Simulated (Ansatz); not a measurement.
# Au (Fm-3m) in Ansatz: further runs

The runs below take Au through relaxation of cell and atoms, single point, with PBEsol+D4, RPBE+D3(BJ), revPBE+D4, PBE.

Everything below comes from runs of Ansatz 0.2.0. Logs are shortened: lines on timing, memory, paths and dates and some standing lists are left out, and cuts for length are marked.

## Step 1: Starting point

It takes space group Fm-3m (No. 225, cubic). The conventional cell has a = 4.070 Å, b = 4.070 Å, c = 4.070 Å, α = 90.00°, β = 90.00°, γ = 90.00°. Au (site symmetry m-3m) is surrounded by 12 Au at 2.88 Å.

## Step 2: Relaxation of cell and atoms, PBEsol+D4

input.yaml

```yaml
crystal:
  lattice:
    - [0.0, 2.035, 2.035]
    - [2.035, 0.0, 2.035]
    - [2.035, 2.035, 0.0]
  atoms:
    - { symbol: Au, position: [0.0, 0.0, 0.0] }
hamiltonian:
  xc: pbesol
  pseudopotentials: { kind: paw }
  dispersion: d4
kpoints:
  mp_grid: { grid: [11, 11, 11] }
scf:
  occupations: { method: fermi_dirac, width: 0.05 }
output:
  forces: true
  stress: true
relax:
  f_tol: 0.01
  max_steps: 40
  cell: { stress_tol: 0.05 }
```

Potentials or basis: Ansatz PAW.

The run is started by

```sh
$ ansatz run input.yaml --threads 2 --pin off --max-ram 5120MiB --backend cpu --events-out ev --progress --plain --runs-dir out
```

The log of the run:

```text
Warning: RAYON_NUM_THREADS=2 ignored (pool sized by the plan → 2); use --threads N
Engine: ansatz 0.2.0, x86_64-unknown-linux-gnu
Pseudopotentials: kind: paw
Pseudopotential: Au, paw, valence charge 19, recommended cutoff 420 eV (normal), Au.paw.azcp
Functional definition: PBEsol
  exchange = pbesol_x
  correlation = pbesol_c
Crystal: 1 atoms, lattice volume = 16.855 Å³
Basis set: ecut = 420 eV, 331 PW (Γ), exchange–correlation on 40×40×40 points (8 copies of the dense FFT grid, shifted against one another)
Bands: 14, of which v1, the nominal top of the filled ones, is band 10 counted from 1 (9 counted from 0)
Symmetry: 48 space group operations
Space group: Fm-3m (ITA 225), of the structure as read, at distance tolerance 2.6e-5 Å
k-points: 56 of 1331
Non-local potential: Au, projectors of the file, l = 0: 3, l = 1: 2, l = 2: 2, l = 3: 1
PAW form: soft (Blöchl's): semilocal exchange-correlation on the pseudo side does not see the compensation charge
PAW frozen core: Au, regenerated for the run's functional, and the local potential with it (the file was generated under x = pbe(κ = 0.804, μ = 0.2195149727645171), c = pbe(β = 0.06672455060314922))
PAW one-centre angular grid: Au, 590 points (default); XC on 64 Gauss nodes
Initial density: superposition of atomic densities (neutral atoms: chi_scale 0, normalization atom), corrected by the library's trained network
Initial wavefunctions: pseudopotential atomic-orbital guess
Functional: x = pbesol(κ = 0.804, μ = 0.12345679012345678), c = pbesol(β = 0.046)
SCF iter   1: F=—  HF=-13007.509828 eV  |F-HF|=—  |Δ(HF+E_count)|=         —  Δρ=6.26e-3  dr2=5.97e-3  ethr=1.77e-3  ⟨swp⟩=4.7  Hψ=4029  notcnv=0
preconditioner: auto → none  [insulator: Δε(μ)=0.211 eV  Ē_g=16.076 eV  σ=0.050 eV  W_gap=0.77  n_scr=8 (ndim 8)  ℏωp=30.0 eV  f_vac=0.000  D(μ)=0.18/eV (n_scr^D=0)  ε∞_Penn≈4.5]
SCF iter   2: F=—  HF=-13007.508281 eV  |F-HF|=—  |Δ(HF+E_count)|=   1.55e-3  Δρ=2.10e-3  dr2=3.70e-4  ethr=3.14e-5  ⟨swp⟩=2.3  Hψ=1691  notcnv=0  defer=12
SCF iter   3: F=—  HF=-13007.508170 eV  |F-HF|=—  |Δ(HF+E_count)|=   1.11e-4  Δρ=8.82e-4  dr2=3.32e-5  ethr=1.95e-6  ⟨swp⟩=2.3  Hψ=1156  notcnv=0  defer=12
SCF iter   4: F=—  HF=-13007.508174 eV  |F-HF|=—  |Δ(HF+E_count)|=   3.70e-6  Δρ=7.30e-5  dr2=1.84e-7  ethr=1.75e-7  ⟨swp⟩=2.6  Hψ=1028  notcnv=0  defer=12
iter 5 did not close the SCF: its close was put off for the readings that it lacked (scf_convergence_deferred on its scf_iter line)
SCF iter   5: F=-13007.508174 eV  HF=-13007.508174 eV  |F-HF|=1.34e-9  |Δ(HF+E_count)|=   2.49e-7  Δρ=7.28e-6  dr2=1.51e-9  ethr=9.68e-10  ⟨swp⟩=2.6  Hψ=1043  notcnv=0  defer=12
SCF iter   6: F=-13007.508174 eV  HF=-13007.508174 eV  |F-HF|=7.28e-12  |Δ(HF+E_count)|=   1.54e-9  Δρ=7.43e-7  dr2=1.42e-11  ethr=7.96e-12  ⟨swp⟩=1.1  Hψ=2311  notcnv=0
SCF 1 converged in 6 iterations: F = -13007.508174 eV  dr2 = 1.42e-11
relax step   1: F+E_penalty+E_count = -13007.50817409 eV  Δ(F+E_penalty+E_count) = +0.000e0 eV  max|allowed force component| = 0.000e0 eV/Å  Δτ_max = 0.0000 Å  P = -1.818 GPa  Ω = 16.855 Å³  (6 SCF iters, dr2 threshold 1.00e-7 eV, accepted)
Crystal: 1 atoms, lattice volume = 16.376 Å³
Initial density: handed on by an earlier stage of this run
Initial wavefunctions: those handed on with the density
iter 1 solved again at ethr=3.70e-6 eV; its pass at ethr=3.10e-3 eV (dr2=7.03e-4 eV) is discarded
SCF iter   1: F=—  HF=-13007.505845 eV  |F-HF|=—  |Δ(HF+E_count)|=         —  Δρ=1.95e-3  dr2=5.91e-4  ethr=3.70e-6  ⟨swp⟩=1.8  Hψ=5402  notcnv=0
preconditioner: auto → none  [insulator: Δε(μ)=0.172 eV  Ē_g=16.414 eV  σ=0.050 eV  W_gap=0.69  n_scr=8 (ndim 8)  ℏωp=30.4 eV  f_vac=0.000  D(μ)=0.23/eV (n_scr^D=0)  ε∞_Penn≈4.4]
SCF iter   2: F=—  HF=-13007.505686 eV  |F-HF|=—  |Δ(HF+E_count)|=   1.59e-4  Δρ=8.59e-4  dr2=4.61e-5  ethr=3.11e-6  ⟨swp⟩=2.0  Hψ=1048  notcnv=0
SCF iter   3: F=—  HF=-13007.505654 eV  |F-HF|=—  |Δ(HF+E_count)|=   3.18e-5  Δρ=3.36e-4  dr2=8.39e-6  ethr=2.42e-7  ⟨swp⟩=2.8  Hψ=1330  notcnv=0
SCF iter   4: F=—  HF=-13007.505653 eV  |F-HF|=—  |Δ(HF+E_count)|=   9.96e-7  Δρ=1.46e-4  dr2=1.50e-6  ethr=4.42e-8  ⟨swp⟩=1.0  Hψ=784  notcnv=0
SCF iter   5: F=-13007.505653 eV  HF=-13007.505653 eV  |F-HF|=1.39e-8  |Δ(HF+E_count)|=   2.30e-7  Δρ=3.12e-5  dr2=6.54e-8  ethr=5.26e-10  ⟨swp⟩=3.0  Hψ=2794  notcnv=0
SCF 2 converged in 5 iterations: F = -13007.505653 eV  dr2 = 6.54e-8
relax step   2: F+E_penalty+E_count = -13007.50565298 eV  Δ(F+E_penalty+E_count) = +2.521e-3 eV  max|allowed force component| = 0.000e0 eV/Å  Δτ_max = 0.0000 Å  P = +3.778 GPa  Ω = 16.376 Å³  energy of the carried Pulay correction = +1.432e-4 eV  (5 SCF iters, dr2 threshold 1.00e-7 eV, rejected (line search))
Crystal: 1 atoms, lattice volume = 16.696 Å³
iter 1 solved again at ethr=1.19e-6 eV; its pass at ethr=3.10e-3 eV (dr2=2.25e-4 eV) is discarded
SCF iter   1: F=—  HF=-13007.509255 eV  |F-HF|=—  |Δ(HF+E_count)|=         —  Δρ=1.28e-3  dr2=2.65e-4  ethr=1.19e-6  ⟨swp⟩=1.5  Hψ=5352  notcnv=0
preconditioner: auto → none  [insulator: Δε(μ)=0.216 eV  Ē_g=16.224 eV  σ=0.050 eV  W_gap=0.78  n_scr=8 (ndim 8)  ℏωp=30.1 eV  f_vac=0.000  D(μ)=0.18/eV (n_scr^D=0)  ε∞_Penn≈4.5]
SCF iter   2: F=—  HF=-13007.509188 eV  |F-HF|=—  |Δ(HF+E_count)|=   6.69e-5  Δρ=5.70e-4  dr2=2.11e-5  ethr=1.19e-6  ⟨swp⟩=2.0  Hψ=1061  notcnv=0
SCF iter   3: F=—  HF=-13007.509181 eV  |F-HF|=—  |Δ(HF+E_count)|=   6.49e-6  Δρ=2.23e-4  dr2=3.84e-6  ethr=1.11e-7  ⟨swp⟩=2.8  Hψ=1317  notcnv=0
SCF iter   4: F=—  HF=-13007.509176 eV  |F-HF|=—  |Δ(HF+E_count)|=   5.02e-6  Δρ=9.28e-5  dr2=6.27e-7  ethr=2.02e-8  ⟨swp⟩=1.0  Hψ=784  notcnv=0
SCF iter   5: F=—  HF=-13007.509170 eV  |F-HF|=—  |Δ(HF+E_count)|=   5.78e-6  Δρ=1.90e-5  dr2=2.54e-8  ethr=3.30e-9  ⟨swp⟩=1.2  Hψ=798  notcnv=0
SCF iter   6: F=—  HF=-13007.509170 eV  |F-HF|=—  |Δ(HF+E_count)|=   2.51e-9  Δρ=1.99e-6  dr2=2.46e-10  ethr=1.33e-10  ⟨swp⟩=2.1  Hψ=926  notcnv=0
SCF iter   7: F=-13007.509170 eV  HF=-13007.509170 eV  |F-HF|=5.46e-12  |Δ(HF+E_count)|=  1.82e-12  Δρ=1.38e-7  dr2=1.24e-12  ethr=1.00e-12  ⟨swp⟩=3.4  Hψ=3344  notcnv=0
SCF 3 converged in 7 iterations: F = -13007.509170 eV  dr2 = 1.24e-12
relax step   3: F+E_penalty+E_count = -13007.50917039 eV  Δ(F+E_penalty+E_count) = -9.963e-4 eV  max|allowed force component| = 0.000e0 eV/Å  Δτ_max = 0.0000 Å  P = -0.081 GPa  Ω = 16.696 Å³  energy of the carried Pulay correction = +4.697e-5 eV  (7 SCF iters, accepted)
Crystal: 1 atoms, lattice volume = 16.689 Å³
iter 1 solved again at ethr=4.77e-10 eV; its pass at ethr=3.10e-3 eV (dr2=9.06e-8 eV) is discarded
SCF iter   1: F=—  HF=-13007.509175 eV  |F-HF|=—  |Δ(HF+E_count)|=         —  Δρ=2.99e-5  dr2=1.45e-7  ethr=4.77e-10  ⟨swp⟩=2.1  Hψ=5159  notcnv=0
preconditioner: auto → none  [insulator: Δε(μ)=0.211 eV  Ē_g=16.220 eV  σ=0.050 eV  W_gap=0.77  n_scr=8 (ndim 8)  ℏωp=30.1 eV  f_vac=0.000  D(μ)=0.18/eV (n_scr^D=0)  ε∞_Penn≈4.5]
SCF iter   2: F=-13007.509174 eV  HF=-13007.509174 eV  |F-HF|=7.32e-9  |Δ(HF+E_count)|=   5.50e-7  Δρ=1.33e-5  dr2=1.16e-8  ethr=8.72e-11  ⟨swp⟩=2.8  Hψ=2715  notcnv=0
SCF 4 converged in 2 iterations: F = -13007.509174 eV  dr2 = 1.16e-8
relax step   4: F+E_penalty+E_count = -13007.50917441 eV  Δ(F+E_penalty+E_count) = -4.017e-6 eV  max|allowed force component| = 0.000e0 eV/Å  Δτ_max = 0.0000 Å  P = +0.002 GPa  Ω = 16.689 Å³  energy of the carried Pulay correction = +4.917e-5 eV  (2 SCF iters, dr2 threshold 1.66e-8 eV, accepted)
Initial wavefunctions: pseudopotential atomic-orbital guess (no wavefunctions were taken with the density)
iter 1 solved again at ethr=2.30e-9 eV; its pass at ethr=3.10e-3 eV (dr2=4.36e-7 eV) is discarded
SCF iter   1: F=—  HF=-13007.509129 eV  |F-HF|=—  |Δ(HF+E_count)|=         —  Δρ=2.83e-5  dr2=3.71e-8  ethr=2.30e-9  ⟨swp⟩=3.9  Hψ=6565  notcnv=0
SCF iter   2: F=—  HF=-13007.509129 eV  |F-HF|=—  |Δ(HF+E_count)|=   4.28e-7  Δρ=1.12e-5  dr2=6.29e-9  ethr=1.95e-10  ⟨swp⟩=2.0  Hψ=1318  notcnv=0
SCF iter   3: F=—  HF=-13007.509129 eV  |F-HF|=—  |Δ(HF+E_count)|=   1.24e-9  Δρ=3.98e-6  dr2=8.66e-10  ethr=3.31e-11  ⟨swp⟩=2.5  Hψ=1267  notcnv=0
SCF iter   4: F=-13007.509129 eV  HF=-13007.509129 eV  |F-HF|=1.64e-11  |Δ(HF+E_count)|=  1.33e-10  Δρ=5.01e-7  dr2=6.95e-12  ethr=1.00e-12  ⟨swp⟩=4.0  Hψ=3608  notcnv=0
SCF 5 converged in 4 iterations: F = -13007.509129 eV  dr2 = 6.95e-12
relax step   5: F+E_penalty+E_count = -13007.50912877 eV  Δ(F+E_penalty+E_count) = +4.564e-5 eV  max|allowed force component| = 0.000e0 eV/Å  Δτ_max = 0.0000 Å  P = +0.004 GPa  Ω = 16.689 Å³  stress off target by 3.78e-3 GPa  SCF on the basis re-selected at this cell (its energy is not comparable with the rows above)  (4 SCF iters)
basis re-selected at this cell: Δ(F+E_penalty+E_count) = +4.564e-5 eV, ΔP = +0.002 GPa vs the last step (what re-selecting the basis moved, of the pressure what is left beyond the Pulay correction that the steps carried, after the strain that the cell walked since its last selection, with what the two solves' SCF thresholds leave and, on support functions, any second-order correction that the steps lacked; it is no measure of the basis error at this ecutwfc). This SCF's stress stands 3.78e-3 GPa from its target on what of the cell is left free (relax.cell.stress_tol is 5.00e-2 GPa) and its largest allowed force component is 0.00e0 eV/Å (relax.f_tol is 1.00e-2 eV/Å): within both
SCF converged after 4 iterations
Free energy (F): -13007.509129 eV
Harris-Foulkes:  -13007.509129 eV  (|F-HF|=1.64e-11)
Internal energy: -13007.507457 eV  (E = F + TS)
E sigma→0 (E₀):  -13007.508293 eV
Entropy (-TS):   -0.001672 eV (-1.672 meV/atom)
Fermi energy:    21.028749 eV
--- Per-component energies (eV) ---
  E_band       = -200.890934
  E_kinetic    = 605.142896
  E_local      = -1674.841292  (includes V_loc(G=0)·N_el)
  E_nonlocal   = 77.584119
  E_hartree    = 714.876008
  E_xc         = -226.865194
  E_vxc        = -274.987908  (∫ρ·V_xc dr)
  E_paw        = -9565.704405  (= ΣΔE_a)
  E_vpaw       = -363.542118  (= ΣTr[D̂ρ^β])
  E_aug_tail   = 0.001447  (compensation charges beyond the density's cutoff)
  E_ewald      = -2937.606450
  E_disp       = -0.404066  (pairwise vdW)
  E_core_change = 0.309479  (= ΣΔE_core)
  E_smearing   = -0.001672  (= −TS)
  E_closure    = -0.000000  (closes the sum)
  Σ components = -13007.509129   (vs F -13007.509129, Δ=0.00e0)
--- Forces (eV/Å), atoms counted from 1 ---
  atom   1  Au     0.00000000     0.00000000    -0.00000000
  max |Σ_I F_I| component: 1.97e-31 eV/Å
--- Stress (GPa, compression-positive) ---
        0.003776       0.000000       0.000000
        0.000000       0.003776      -0.000000
        0.000000      -0.000000       0.003776
  P = ⅓ Tr σ = 0.0038 GPa (0.038 kbar)
--- Relaxed structure (4 steps of the walk, 3 accepted, 1 SCFs on fresh bases) ---
  F+E_penalty+E_count = -13007.50912877 eV   max|allowed force component| = 0.000e0 eV/Å   (the final SCF, on the basis selected at the relaxed cell)
  cell:  # Å, volume = 16.6888 Å³
    - [-8.518825117497315e-35, 2.028297580676652, 2.028297580676652]
    - [2.028297580676652, -2.6750703172701844e-34, 2.028297580676652]
    - [2.028297580676652, 2.028297580676652, -8.518825117497316e-35]
  atoms:
    - { symbol: Au, position: [0.0, 0.0, 0.0] }
```

It took 2.1 s on 2 threads of Intel Xeon Platinum 8488C (Sapphire Rapids), shared host; peak memory 0.34 GiB.

Results:

| Property | Result |
| --- | --- |
| Free energy | -13007.5091 eV |
| Relaxed volume | 16.69 Å³/atom |
| Relaxed cell | a = 2.868 Å, b = 2.868 Å, c = 2.868 Å, α = 60.00°, β = 60.00°, γ = 60.00° |
| Space group after relaxing (to 0.05 Å) | Fm-3m (No. 225) |
| Energy gained by relaxing | 1.0 meV/atom |
| Ionic steps | 4 |
| Pressure after relaxing | 0.0 GPa |

Step by step:
```
step  energy change (eV)  largest force (eV/Å)  volume (Å³)
   1              0.0000                0.0000        16.85
   2             -0.0010                0.0000        16.70
   3             -0.0010                0.0000        16.69
   4             -0.0010                0.0000        16.69
```

Final structure:
```cif
data_structure
_symmetry_space_group_name_H-M 'P 1'
_symmetry_Int_Tables_number 1
_cell_length_a 2.8684
_cell_length_b 2.8684
_cell_length_c 2.8684
_cell_angle_alpha 60.000
_cell_angle_beta 60.000
_cell_angle_gamma 60.000
_cell_volume 16.69
loop_
_atom_site_label
_atom_site_type_symbol
_atom_site_fract_x
_atom_site_fract_y
_atom_site_fract_z
_atom_site_occupancy
Au1 Au 0.00000 0.00000 0.00000 1
```

Caveat: the plane-wave basis is chosen anew once the cell has moved, so the energies of steps on either side of that aren't comparable; the PAW data sets come from PBE, with cores solved anew for the run's functional, which leaves a small shift of forces and pressure. Spin-orbit coupling is left out, which matters for the levels of Au.

[end of part 1 of 2]
